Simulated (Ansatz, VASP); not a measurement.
## Two plane-wave programs on Ta

```
Ta
1.0
     2.77823    0.00000    0.00000
     0.00000    2.77823    0.00000
     0.00000    0.00000    2.77823
Ta
1
Direct
  0.00000 0.00000 0.00000
```

Alike in both runs: task single point; functional BLYP; k mesh 13 × 13 × 13; occupations fermi-dirac, width 0.1 eV; no spin polarisation.

|  | VASP | Ansatz |
| --- | --- | --- |
| version | VASP 6.6.1 | Ansatz 0.2.0 |
| potentials or method | VASP PAW PBE potentials, release 64 (Ta_pv) | plane waves (420 eV) with PAW, scalar-relativistic |
| plane-wave cutoff (eV) | 520 | 420 |
| valence electrons in the cell | 11 | 13 |

```csv
,VASP,Ansatz,Ansatz less VASP
pressure (GPa),0.7,0.1,-0.62
```

With one functional, cell and mesh, what is left measures potentials, basis and numerics. The two sets of potentials don't hold the same shells in valence.

Caveats: the PAW data sets were made with another functional, which shifts forces and pressure a little (VASP). Spin-orbit coupling is left out, which matters for the levels of Ta.
